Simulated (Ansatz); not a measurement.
# AlRu (Pm-3m) in Ansatz: further runs

Aim: see how the results for AlRu move with the level of theory and the settings. Levels: LDA, PBEsol. Tasks: relaxation of cell and atoms.

Everything below comes from runs of Ansatz 0.2.0. Logs are shortened: lines on timing, memory, paths and dates and some standing lists are left out, and cuts for length are marked.

## Step 1: The crystal as given

The structure is cubic, space group Pm-3m (No. 221). The conventional cell has a = 2.992 Å, b = 2.992 Å, c = 2.992 Å, α = 90.00°, β = 90.00°, γ = 90.00°. Ru (site symmetry m-3m) is surrounded by 8 Al at 2.59 Å. Al (site symmetry m-3m) is surrounded by 8 Ru at 2.59 Å.

## Step 2: Relaxation of cell and atoms, LDA

The input, input.yaml:

```yaml
crystal:
  lattice:
    - [2.9916, 0.0, 0.0]
    - [0.0, 2.9916, 0.0]
    - [0.0, 0.0, 2.9916]
  atoms:
    - { symbol: Ru, position: [0.5, 0.5, 0.5] }
    - { symbol: Al, position: [0.0, 0.0, 0.0] }
hamiltonian:
  xc: lda
  pseudopotentials: { kind: paw }
kpoints:
  mp_grid: { grid: [9, 9, 9] }
scf:
  occupations: { method: fermi_dirac, width: 0.05 }
output:
  forces: true
  stress: true
  eigenvalues: true
  write_density: true
  write_potential: true
  elf: true
  volumetric_format: npy
relax:
  f_tol: 0.01
  max_steps: 40
  cell: { stress_tol: 0.05 }
```

Potentials or basis: Ansatz PAW.

Command:

```sh
ansatz run input.yaml --threads 2 --pin off --max-ram 5632MiB --backend cpu --events-out ev --progress --plain --runs-dir out
```

What it wrote:

```text
Warning: RAYON_NUM_THREADS=2 ignored (pool sized by the plan → 2); use --threads N
Engine: ansatz 0.2.0, aarch64-unknown-linux-gnu
Pseudopotentials: kind: paw
Pseudopotential: Ru, paw, valence charge 16, recommended cutoff 420 eV (normal), Ru.paw.azcp
Pseudopotential: Al, paw, valence charge 3, recommended cutoff 420 eV (normal), Al.paw.azcp
Functional definition: SPW92
  exchange = slater_x
  correlation = pw_c
Crystal: 2 atoms, lattice volume = 26.774 Å³
Basis set: ecut = 420 eV, 485 PW (Γ)
Bands: 14, of which v1, the nominal top of the filled ones, is band 10 counted from 1 (9 counted from 0)
Symmetry: 48 space group operations
Space group: Pm-3m (ITA 221), of the structure as read, at distance tolerance 3.0e-5 Å
k-points: 35 of 729
Non-local potential: Ru, projectors of the file, l = 0: 3, l = 1: 2, l = 2: 2, l = 3: 1
Non-local potential: Al, projectors of the file, l = 0: 2, l = 1: 2, l = 2: 1
PAW form: soft (Blöchl's): semilocal exchange-correlation on the pseudo side does not see the compensation charge
PAW frozen core: Ru, regenerated for the run's functional, and the local potential with it (the file was generated under x = pbe(κ = 0.804, μ = 0.2195149727645171), c = pbe(β = 0.06672455060314922))
PAW frozen core: Al, regenerated for the run's functional, and the local potential with it (the file was generated under x = pbe(κ = 0.804, μ = 0.2195149727645171), c = pbe(β = 0.06672455060314922))
PAW one-centre angular grid: Ru, 590 points (default); XC on 64 Gauss nodes
PAW one-centre angular grid: Al, 110 points (default); XC on 64 Gauss nodes
Initial density: superposition of atomic densities (neutral atoms: chi_scale 0, normalization atom), corrected by the library's trained network
Initial wavefunctions: pseudopotential atomic-orbital guess
Functional: x = slater, c = lda
SCF iter   1: F=—  HF=-6272.448131 eV  |F-HF|=—  |Δ(HF+E_count)|=         —  Δρ=1.17e-2  dr2=2.97e-2  ethr=1.77e-3  ⟨swp⟩=5.2  Hψ=2734  notcnv=0
preconditioner: auto → none  [metal: Δε(μ)=0.045 eV  Ē_g=8.856 eV  σ=0.050 eV  W_gap=0.22  n_scr=6 (ndim 8)  ℏωp=23.8 eV  f_vac=0.000  D(μ)=1.73/eV (n_scr^D=18)  sad-step TF]
SCF iter   2: F=—  HF=-6272.444219 eV  |F-HF|=—  |Δ(HF+E_count)|=   3.91e-3  Δρ=6.58e-3  dr2=1.12e-2  ethr=1.56e-4  ⟨swp⟩=1.2  Hψ=777  notcnv=0  defer=1
SCF iter   3: F=—  HF=-6272.441728 eV  |F-HF|=—  |Δ(HF+E_count)|=   2.49e-3  Δρ=6.70e-4  dr2=8.70e-5  ethr=5.90e-5  ⟨swp⟩=2.1  Hψ=697  notcnv=0  defer=1
SCF iter   4: F=—  HF=-6272.441722 eV  |F-HF|=—  |Δ(HF+E_count)|=   6.93e-6  Δρ=1.86e-4  dr2=7.12e-6  ethr=4.58e-7  ⟨swp⟩=2.0  Hψ=746  notcnv=0  defer=1
iter 5 did not close the SCF: its close was put off for the readings that it lacked (scf_convergence_deferred on its scf_iter line)
SCF iter   5: F=-6272.441720 eV  HF=-6272.441720 eV  |F-HF|=2.28e-8  |Δ(HF+E_count)|=   1.09e-6  Δρ=1.95e-5  dr2=3.77e-8  ethr=3.75e-8  ⟨swp⟩=2.7  Hψ=753  notcnv=0  defer=1
SCF iter   6: F=-6272.441720 eV  HF=-6272.441720 eV  |F-HF|=3.85e-10  |Δ(HF+E_count)|=   8.77e-9  Δρ=4.24e-6  dr2=8.78e-10  ethr=1.98e-10  ⟨swp⟩=5.1  Hψ=2585  notcnv=0
SCF 1 converged in 6 iterations: F = -6272.441720 eV  dr2 = 8.78e-10
relax step   1: F+E_penalty+E_count = -6272.44172042 eV  Δ(F+E_penalty+E_count) = +0.000e0 eV  max|allowed force component| = 7.895e-29 eV/Å  Δτ_max = 0.0000 Å  P = -8.185 GPa  Ω = 26.774 Å³  (6 SCF iters, dr2 threshold 1.00e-7 eV, accepted)
Crystal: 2 atoms, lattice volume = 25.498 Å³
Initial density: handed on by an earlier stage of this run
Initial wavefunctions: those handed on with the density
iter 1 solved again at ethr=7.09e-5 eV; its pass at ethr=3.10e-3 eV (dr2=1.35e-2 eV) is discarded
SCF iter   1: F=—  HF=-6272.469998 eV  |F-HF|=—  |Δ(HF+E_count)|=         —  Δρ=6.20e-3  dr2=1.34e-2  ethr=7.09e-5  ⟨swp⟩=1.0  Hψ=3103  notcnv=0
preconditioner: auto → none  [metal: Δε(μ)=0.043 eV  Ē_g=9.269 eV  σ=0.050 eV  W_gap=0.21  n_scr=6 (ndim 8)  ℏωp=24.4 eV  f_vac=0.000  D(μ)=1.70/eV (n_scr^D=18)]
SCF iter   2: F=—  HF=-6272.467002 eV  |F-HF|=—  |Δ(HF+E_count)|=   3.00e-3  Δρ=2.16e-3  dr2=1.38e-3  ethr=7.07e-5  ⟨swp⟩=2.2  Hψ=595  notcnv=0
SCF iter   3: F=—  HF=-6272.466578 eV  |F-HF|=—  |Δ(HF+E_count)|=   4.24e-4  Δρ=3.36e-4  dr2=2.86e-5  ethr=7.25e-6  ⟨swp⟩=2.0  Hψ=663  notcnv=0
SCF iter   4: F=—  HF=-6272.466568 eV  |F-HF|=—  |Δ(HF+E_count)|=   1.05e-5  Δρ=4.39e-5  dr2=1.10e-7  ethr=1.51e-7  ⟨swp⟩=2.3  Hψ=731  notcnv=0
iter 5 did not close the SCF: its close was put off for the readings that it lacked (scf_convergence_deferred on its scf_iter line)
SCF iter   5: F=-6272.466568 eV  HF=-6272.466568 eV  |F-HF|=2.33e-9  |Δ(HF+E_count)|=   9.11e-8  Δρ=4.35e-6  dr2=2.93e-9  ethr=5.80e-10  ⟨swp⟩=2.2  Hψ=738  notcnv=0
SCF iter   6: F=-6272.466568 eV  HF=-6272.466568 eV  |F-HF|=7.28e-12  |Δ(HF+E_count)|=  2.66e-10  Δρ=9.99e-7  dr2=4.03e-11  ethr=1.54e-11  ⟨swp⟩=4.7  Hψ=2331  notcnv=0
SCF 2 converged in 6 iterations: F = -6272.466568 eV  dr2 = 4.03e-11
[... 23 lines left out ...]
iter 5 did not close the SCF: its close was put off for the readings that it lacked (scf_convergence_deferred on its scf_iter line)
SCF iter   5: F=-6272.468581 eV  HF=-6272.468581 eV  |F-HF|=0.00e0  |Δ(HF+E_count)|=  1.82e-11  Δρ=8.07e-8  dr2=7.95e-13  ethr=1.00e-12  ⟨swp⟩=1.9  Hψ=522  notcnv=0
SCF iter   6: F=-6272.468581 eV  HF=-6272.468581 eV  |F-HF|=0.00e0  |Δ(HF+E_count)|=    0.00e0  Δρ=1.69e-8  dr2=1.00e-14  ethr=1.00e-12  ⟨swp⟩=3.3  Hψ=1801  notcnv=0
SCF 4 converged in 6 iterations: F = -6272.468581 eV  dr2 = 1.00e-14
relax step   4: F+E_penalty+E_count = -6272.46858119 eV  Δ(F+E_penalty+E_count) = -1.415e-5 eV  max|allowed force component| = 2.084e-29 eV/Å  Δτ_max = 0.0000 Å  P = -0.003 GPa  Ω = 25.769 Å³  energy of the carried Pulay correction = +2.888e-4 eV  (6 SCF iters, accepted)
Initial wavefunctions: pseudopotential atomic-orbital guess (no wavefunctions were taken with the density)
iter 1 solved again at ethr=1.14e-8 eV; its pass at ethr=3.10e-3 eV (dr2=2.17e-6 eV) is discarded
SCF iter   1: F=—  HF=-6272.468352 eV  |F-HF|=—  |Δ(HF+E_count)|=         —  Δρ=2.75e-5  dr2=2.23e-8  ethr=1.14e-8  ⟨swp⟩=3.0  Hψ=3988  notcnv=0
preconditioner: auto → none  [metal: Δε(μ)=0.007 eV  Ē_g=9.196 eV  σ=0.050 eV  W_gap=0.04  n_scr=6 (ndim 8)  ℏωp=24.3 eV  f_vac=0.000  D(μ)=1.78/eV (n_scr^D=18)]
SCF iter   2: F=—  HF=-6272.468352 eV  |F-HF|=—  |Δ(HF+E_count)|=   3.65e-8  Δρ=1.35e-5  dr2=4.08e-9  ethr=1.17e-10  ⟨swp⟩=2.4  Hψ=721  notcnv=0
SCF iter   3: F=—  HF=-6272.468352 eV  |F-HF|=—  |Δ(HF+E_count)|=   1.37e-8  Δρ=1.27e-6  dr2=6.93e-11  ethr=2.15e-11  ⟨swp⟩=2.3  Hψ=671  notcnv=0
iter 4 did not close the SCF: its close was put off for the readings that it lacked (scf_convergence_deferred on its scf_iter line)
SCF iter   4: F=-6272.468352 eV  HF=-6272.468352 eV  |F-HF|=3.64e-12  |Δ(HF+E_count)|=  1.11e-10  Δρ=1.49e-7  dr2=4.07e-12  ethr=1.00e-12  ⟨swp⟩=2.3  Hψ=807  notcnv=0
iter 5 did not close the SCF: its close was put off for the readings that it lacked (scf_convergence_deferred on its scf_iter line)
SCF iter   5: F=-6272.468352 eV  HF=-6272.468352 eV  |F-HF|=1.82e-12  |Δ(HF+E_count)|=  1.82e-12  Δρ=1.56e-8  dr2=4.92e-14  ethr=1.00e-12  ⟨swp⟩=1.0  Hψ=490  notcnv=0
iter 6 did not close the SCF: its close was put off for the readings that it lacked (scf_convergence_deferred on its scf_iter line)
SCF iter   6: F=-6272.468352 eV  HF=-6272.468352 eV  |F-HF|=9.09e-13  |Δ(HF+E_count)|=  9.09e-13  Δρ=1.28e-9  dr2=1.47e-16  ethr=1.00e-12  ⟨swp⟩=1.0  Hψ=490  notcnv=0
iter 7 did not close the SCF: its close was put off for the readings that it lacked (scf_convergence_deferred on its scf_iter line)
SCF iter   7: F=-6272.468352 eV  HF=-6272.468352 eV  |F-HF|=1.82e-12  |Δ(HF+E_count)|=  9.09e-13  Δρ=4.59e-10  dr2=1.90e-17  ethr=1.00e-12  ⟨swp⟩=1.0  Hψ=490  notcnv=0
SCF iter   8: F=-6272.468352 eV  HF=-6272.468352 eV  |F-HF|=0.00e0  |Δ(HF+E_count)|=    0.00e0  Δρ=4.47e-11  dr2=7.12e-19  ethr=1.00e-12  ⟨swp⟩=2.0  Hψ=1254  notcnv=0
SCF 5 converged in 8 iterations: F = -6272.468352 eV  dr2 = 7.12e-19
relax step   5: F+E_penalty+E_count = -6272.46835207 eV  Δ(F+E_penalty+E_count) = +2.291e-4 eV  max|allowed force component| = 4.109e-30 eV/Å  Δτ_max = 0.0000 Å  P = -0.018 GPa  Ω = 25.769 Å³  stress off target by 1.77e-2 GPa  SCF on the basis re-selected at this cell (its energy is not comparable with the rows above)  (8 SCF iters)
basis re-selected at this cell: Δ(F+E_penalty+E_count) = +2.291e-4 eV, ΔP = -0.015 GPa vs the last step (what re-selecting the basis moved, of the pressure what is left beyond the Pulay correction that the steps carried, after the strain that the cell walked since its last selection, with what the two solves' SCF thresholds leave and, on support functions, any second-order correction that the steps lacked; it is no measure of the basis error at this ecutwfc). This SCF's stress stands 1.77e-2 GPa from its target on what of the cell is left free (relax.cell.stress_tol is 5.00e-2 GPa) and its largest allowed force component is 4.11e-30 eV/Å (relax.f_tol is 1.00e-2 eV/Å): within both
SCF converged after 8 iterations
Free energy (F): -6272.468352 eV
Harris-Foulkes:  -6272.468352 eV  (|F-HF|=0.00e0)
Internal energy: -6272.454102 eV  (E = F + TS)
E sigma→0 (E₀):  -6272.461227 eV
Entropy (-TS):   -0.014250 eV (-7.125 meV/atom)
Fermi energy:    16.505689 eV
--- Per-component energies (eV) ---
  E_band       = -111.821133
  E_kinetic    = 545.150148
  E_local      = -1766.711507  (includes V_loc(G=0)·N_el)
  E_nonlocal   = 360.871981
  E_hartree    = 625.448971
  E_xc         = -231.491242
  E_vxc        = -271.575107  (∫ρ·V_xc dr)
  E_paw        = -3785.922340  (= ΣΔE_a)
  E_vpaw       = -230.454355  (= ΣTr[D̂ρ^β])
  E_aug_tail   = -0.000234  (compensation charges beyond the density's cutoff)
  E_ewald      = -2020.427280
  E_core_change = 0.627401  (= ΣΔE_core)
  E_smearing   = -0.014250  (= −TS)
  E_closure    = 0.000000  (closes the sum)
  Σ components = -6272.468352   (vs F -6272.468352, Δ=0.00e0)
--- Forces (eV/Å), atoms counted from 1 ---
  atom   1  Ru     0.00000000     0.00000000    -0.00000000
  atom   2  Al     0.00000000    -0.00000000    -0.00000000
  max |Σ_I F_I| component: 8.61e-30 eV/Å
--- Stress (GPa, compression-positive) ---
       -0.017654      -0.000000      -0.000000
       -0.000000      -0.017654      -0.000000
       -0.000000      -0.000000      -0.017654
  P = ⅓ Tr σ = -0.0177 GPa (-0.177 kbar)
--- Band table (eV; the first three rows and the last of 35) ---
  k-point 0: bands = ["-55.1155", "-25.1138", "-25.1138", "-25.1138", "6.7043", "12.7816", "12.7816", "16.7620", "16.7620", "16.7620", "22.7971", "22.7971", "22.7971", "27.7949"]
  k-point 1: bands = ["-55.1132", "-25.1426", "-25.1114", "-25.1114", "6.9479", "12.8672", "12.8694", "16.4639", "16.4639", "16.7930", "21.7702", "23.2735", "23.2735", "27.2385"]
  k-point 2: bands = ["-55.1076", "-25.2152", "-25.1053", "-25.1053", "7.6499", "12.9624", "13.0964", "15.8357", "15.8357", "16.8728", "20.1357", "24.4372", "24.4372", "26.0245"]
  k-point 34: bands = ["-55.0614", "-25.2944", "-25.2939", "-25.2939", "11.6345", "11.8597", "11.8597", "17.8144", "17.8144", "19.6136", "19.8196", "21.1763", "21.1763", "25.6873"]
--- Relaxed structure (4 steps of the walk, 4 accepted, 1 SCFs on fresh bases) ---
  F+E_penalty+E_count = -6272.46835207 eV   max|allowed force component| = 4.109e-30 eV/Å   (the final SCF, on the basis selected at the relaxed cell)
  cell:  # Å, volume = 25.7688 Å³
    - [2.95368948205902, -1.5467624865859988e-33, 1.223767985496056e-34]
    - [2.507721281754213e-34, 2.95368948205902, 0.0]
    - [2.507721281754213e-34, 0.0, 2.95368948205902]
  atoms:
    - { symbol: Ru, position: [0.49999999999999994, 0.49999999999999994, 0.49999999999999994] }
    - { symbol: Al, position: [-1.030046767956817e-33, 5.150233839784048e-34, 1.2875584599460183e-34] }
```

It took 2.3 s on 2 threads of Arm Neoverse V2, shared host; peak memory 0.26 GiB.

Results:

```
Free energy                            : -6272.4684 eV
Relaxed volume                         : 12.88 Å³/atom
Relaxed cell                           : a = 2.954 Å, b = 2.954 Å, c = 2.954 Å, α = 90.00°, β = 90.00°, γ = 90.00°
Space group after relaxing (to 0.05 Å) : Pm-3m (No. 221)
Energy gained by relaxing              : 13.3 meV/atom
Ionic steps                            : 5
Pressure after relaxing                : 0.0 GPa
Band gap on the k mesh                 : none (metal or under the smearing width)
```

The path:
| step | energy change (eV) | largest force (eV/Å) | volume (Å³) |
| --- | --- | --- | --- |
| 1 | 0.0000 | 0.0000 | 26.77 |
| 2 | -0.0248 | 0.0000 | 25.50 |
| 3 | -0.0268 | 0.0000 | 25.79 |
| 4 | -0.0269 | 0.0000 | 25.77 |
| 5 | -0.0266 | 0.0000 | 25.77 |

Final structure:
```
Ru Al
1.0
     2.95369    0.00000    0.00000
     0.00000    2.95369    0.00000
     0.00000    0.00000    2.95369
Ru Al
1 1
Direct
  0.50000 0.50000 0.50000
  0.00000 0.00000 0.00000
```

Levels at points of the mesh, in eV from the Fermi level:
| k point | band 8 | band 9 | band 10 | band 11 | band 12 | band 13 |
| --- | --- | --- | --- | --- | --- | --- |
| (0.00, 0.00, 0.00) | 0.26 | 0.26 | 0.26 | 6.29 | 6.29 | 6.29 |

Caveat: the plane-wave basis is chosen anew once the cell has moved, so the energies of steps on either side of that aren't comparable; the PAW data sets come from PBE, with cores solved anew for the run's functional, which leaves a small shift of forces and pressure. Zero-point motion and thermal expansion aren't in these numbers.

## Step 3: Relaxation of cell and atoms, PBEsol

input.yaml: that of step 2 with these lines changed.

```diff
@@ -9,3 +9,3 @@
 hamiltonian:
-  xc: lda
+  xc: pbesol
   pseudopotentials: { kind: paw }
@@ -19,6 +19,2 @@
   eigenvalues: true
-  write_density: true
-  write_potential: true
-  elf: true
-  volumetric_format: npy
 relax:
```

Potentials or basis: Ansatz PAW.

Command:

```sh
ansatz run input.yaml --threads 2 --pin off --max-ram 5632MiB --backend cpu --events-out ev --progress --plain --runs-dir out
```

What it wrote:

```text
Warning: RAYON_NUM_THREADS=2 ignored (pool sized by the plan → 2); use --threads N
[... 4 set-up lines as earlier in the session ...]
Functional definition: PBEsol
  exchange = pbesol_x
  correlation = pbesol_c
Crystal: 2 atoms, lattice volume = 26.774 Å³
Basis set: ecut = 420 eV, 485 PW (Γ), exchange–correlation on 40×40×40 points (8 copies of the dense FFT grid, shifted against one another)
Bands: 14, of which v1, the nominal top of the filled ones, is band 10 counted from 1 (9 counted from 0)
[... 2 set-up lines as earlier in the session ...]
k-points: 35 of 729
[... 9 set-up lines as earlier in the session ...]
Functional: x = pbesol(κ = 0.804, μ = 0.12345679012345678), c = pbesol(β = 0.046)
SCF iter   1: F=—  HF=-6342.316327 eV  |F-HF|=—  |Δ(HF+E_count)|=         —  Δρ=1.22e-2  dr2=3.84e-2  ethr=1.77e-3  ⟨swp⟩=5.2  Hψ=2679  notcnv=0
preconditioner: auto → none  [metal: Δε(μ)=0.042 eV  Ē_g=8.888 eV  σ=0.050 eV  W_gap=0.21  n_scr=6 (ndim 8)  ℏωp=23.8 eV  f_vac=0.000  D(μ)=1.68/eV (n_scr^D=18)  sad-step TF]
SCF iter   2: F=—  HF=-6342.310867 eV  |F-HF|=—  |Δ(HF+E_count)|=   5.46e-3  Δρ=6.85e-3  dr2=1.37e-2  ethr=2.02e-4  ⟨swp⟩=1.5  Hψ=803  notcnv=0  defer=2
SCF iter   3: F=—  HF=-6342.307909 eV  |F-HF|=—  |Δ(HF+E_count)|=   2.96e-3  Δρ=6.65e-4  dr2=1.01e-4  ethr=7.20e-5  ⟨swp⟩=2.3  Hψ=718  notcnv=0  defer=2
SCF iter   4: F=—  HF=-6342.307889 eV  |F-HF|=—  |Δ(HF+E_count)|=   2.04e-5  Δρ=1.59e-4  dr2=5.09e-6  ethr=5.31e-7  ⟨swp⟩=2.0  Hψ=779  notcnv=0  defer=2
[... 49 lines left out ...]
basis re-selected at this cell: Δ(F+E_penalty+E_count) = +1.218e-4 eV, ΔP = -0.003 GPa vs the last step (what re-selecting the basis moved, of the pressure what is left beyond the Pulay correction that the steps carried, after the strain that the cell walked since its last selection, with what the two solves' SCF thresholds leave and, on support functions, any second-order correction that the steps lacked; it is no measure of the basis error at this ecutwfc). This SCF's stress stands 2.65e-2 GPa from its target on what of the cell is left free (relax.cell.stress_tol is 5.00e-2 GPa) and its largest allowed force component is 4.77e-30 eV/Å (relax.f_tol is 1.00e-2 eV/Å): within both
SCF converged after 8 iterations
Free energy (F): -6342.312180 eV
Harris-Foulkes:  -6342.312180 eV  (|F-HF|=1.82e-12)
Internal energy: -6342.297537 eV  (E = F + TS)
E sigma→0 (E₀):  -6342.304859 eV
Entropy (-TS):   -0.014644 eV (-7.322 meV/atom)
Fermi energy:    16.212980 eV
--- Per-component energies (eV) ---
  E_band       = -116.925385
  E_kinetic    = 543.662420
  E_local      = -1783.572914  (includes V_loc(G=0)·N_el)
  E_nonlocal   = 356.544422
  E_hartree    = 632.346084
  E_xc         = -231.007976
  E_vxc        = -270.609943  (∫ρ·V_xc dr)
  E_paw        = -3855.365361  (= ΣΔE_a)
  E_vpaw       = -227.641347  (= ΣTr[D̂ρ^β])
  E_aug_tail   = -0.000192  (compensation charges beyond the density's cutoff)
  E_ewald      = -2005.176455
  E_core_change = 0.272435  (= ΣΔE_core)
  E_smearing   = -0.014644  (= −TS)
  E_closure    = 0.000000  (closes the sum)
  Σ components = -6342.312180   (vs F -6342.312180, Δ=0.00e0)
--- Forces (eV/Å), atoms counted from 1 ---
  atom   1  Ru     0.00000000     0.00000000     0.00000000
  atom   2  Al    -0.00000000     0.00000000     0.00000000
  max |Σ_I F_I| component: 9.40e-30 eV/Å
--- Stress (GPa, compression-positive) ---
       -0.026469       0.000000      -0.000000
        0.000000      -0.026469       0.000000
       -0.000000       0.000000      -0.026469
  P = ⅓ Tr σ = -0.0265 GPa (-0.265 kbar)
--- Band table (eV; the first three rows and the last of 35) ---
  k-point 0: bands = ["-55.4649", "-25.4325", "-25.4325", "-25.4325", "6.5322", "12.6113", "12.6113", "16.4653", "16.4653", "16.4653", "22.4337", "22.4337", "22.4337", "27.3383"]
  k-point 1: bands = ["-55.4629", "-25.4590", "-25.4303", "-25.4303", "6.7711", "12.6919", "12.6950", "16.1770", "16.1770", "16.4948", "21.4051", "22.9009", "22.9009", "26.8074"]
  k-point 2: bands = ["-55.4579", "-25.5255", "-25.4247", "-25.4247", "7.4609", "12.7647", "12.9189", "15.5681", "15.5681", "16.5708", "19.7770", "24.0480", "24.0480", "25.6390"]
  k-point 34: bands = ["-55.4165", "-25.5986", "-25.5981", "-25.5981", "11.4560", "11.6811", "11.6811", "17.4906", "17.4906", "19.2763", "19.4763", "20.7935", "20.7935", "25.1786"]
--- Relaxed structure (3 steps of the walk, 3 accepted, 1 SCFs on fresh bases) ---
  F+E_penalty+E_count = -6342.31218042 eV   max|allowed force component| = 4.766e-30 eV/Å   (the final SCF, on the basis selected at the relaxed cell)
  cell:  # Å, volume = 26.3613 Å³
    - [2.976154438481387, 2.1666711874356403e-34, 0.0]
    - [1.8456828633711009e-34, 2.976154438481387, 0.0]
    - [1.925929944387236e-34, 0.0, 2.976154438481387]
  atoms:
    - { symbol: Ru, position: [0.5, 0.5, 0.5] }
    - { symbol: Al, position: [1.0729653832812631e-35, 7.510757683018732e-35, -3.218896149864771e-35] }
```

Wall time 1.9 s (2 threads of Arm Neoverse V2, shared host); peak memory 0.26 GiB.

Results:

```
Free energy                            : -6342.3122 eV
Relaxed volume                         : 13.18 Å³/atom
Relaxed cell                           : a = 2.976 Å, b = 2.976 Å, c = 2.976 Å, α = 90.00°, β = 90.00°, γ = 90.00°
Space group after relaxing (to 0.05 Å) : Pm-3m (No. 221)
Energy gained by relaxing              : 2.2 meV/atom
Ionic steps                            : 4
Pressure after relaxing                : 0.0 GPa
Band gap on the k mesh                 : none (metal or under the smearing width)
```

Step by step:
| step | energy change (eV) | largest force (eV/Å) | volume (Å³) |
| --- | --- | --- | --- |
| 1 | 0.0000 | 0.0000 | 26.77 |
| 2 | -0.0042 | 0.0000 | 26.25 |
| 3 | -0.0045 | 0.0000 | 26.36 |
| 4 | -0.0044 | 0.0000 | 26.36 |

Final structure:
```
Ru Al
1.0
     2.97615    0.00000    0.00000
     0.00000    2.97615    0.00000
     0.00000    0.00000    2.97615
Ru Al
1 1
Direct
  0.50000 0.50000 0.50000
  0.00000 0.00000 0.00000
```

Levels at points of the mesh, in eV from the Fermi level:
```
           k point  band 6  band 7  band 8  band 9  band 10  band 11  band 12  band 13  band 14
(0.00, 0.00, 0.00)   -3.60   -3.60    0.25    0.25     0.25     6.22     6.22     6.22    11.13
```

Caveat: the plane-wave basis is chosen anew once the cell has moved, so the energies of steps on either side of that aren't comparable; the PAW data sets come from PBE, with cores solved anew for the run's functional, which leaves a small shift of forces and pressure.
